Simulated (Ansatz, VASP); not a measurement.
**Cr in VASP and in Ansatz**

INCAR

```
PREC = Accurate
ENCUT = 600
EDIFF = 1E-6
ISMEAR = 0
SIGMA = 0.1
LREAL = F
LASPH = T
NELM = 80
ALGO = Normal
ISIF = 3
LWAVE = F
LCHARG = F
IBRION = 2
NSW = 100
EDIFFG = -0.05
```

KPOINTS

```
regular mesh
0
Gamma
  10 10 10
```

POSCAR

```
Cr
1.0
   -1.4419500000      1.4419500000      1.4419500000
    1.4419500000     -1.4419500000      1.4419500000
    1.4419500000      1.4419500000     -1.4419500000
Cr
1
Direct
    0.0000000000      0.0000000000      0.0000000000
```

Input for Ansatz:

```yaml
crystal:
  lattice:
    - [-1.44195, 1.44195, 1.44195]
    - [1.44195, -1.44195, 1.44195]
    - [1.44195, 1.44195, -1.44195]
  atoms:
    - { symbol: Cr, position: [0.0, 0.0, 0.0] }
basis:
  ecutwfc: 420
kpoints:
  mp_grid: { grid: [10, 10, 10] }
hamiltonian:
  xc: lda
scf:
  occupations: { method: gaussian, width: 0.1 }
output:
  forces: true
  stress: true
  eigenvalues: true
relax:
  adjacent_minimum: "off"
  f_tol: 0.05
  max_steps: 80
  cell: { stress_tol: 0.5 }
```

Alike in both runs: task relaxation of cell and atoms; functional LDA; k mesh 10 × 10 × 10; occupations gaussian, width 0.1 eV; no spin polarisation.

|  | VASP | Ansatz |
| --- | --- | --- |
| version | VASP 6.6.1 | Ansatz 0.2.0 |
| potentials or method | VASP PAW LDA potentials, release 64 (Cr_pv) | scalar-relativistic, plane waves, PAW |
| plane-wave cutoff (eV) | 600 | 420 |
| valence electrons in the cell | 12 | 14 |

|  | VASP | Ansatz | Ansatz less VASP |
| --- | --- | --- | --- |
| gap on the k mesh at the Fermi level, each at its own relaxed structure (eV) | none | none | - |
| relaxed volume (Å³/atom) | 10.87 | 10.86 | -0.005 |
| relaxed cell length with the largest relative difference (Å) | 2.417 | 2.416 | -0.0004 |
| energy change over the relaxation (meV/atom) | -94 | -93 | +0.8 |

A gap of «none» marks a metal or a gap that the smearing closes. The two sets of potentials don't hold the same shells in valence.

Caveats: the run has no spin polarisation, though such a crystal can be magnetic. Zero-point motion and thermal expansion aren't in these numbers. LDA usually gives volumes a few per cent too small.
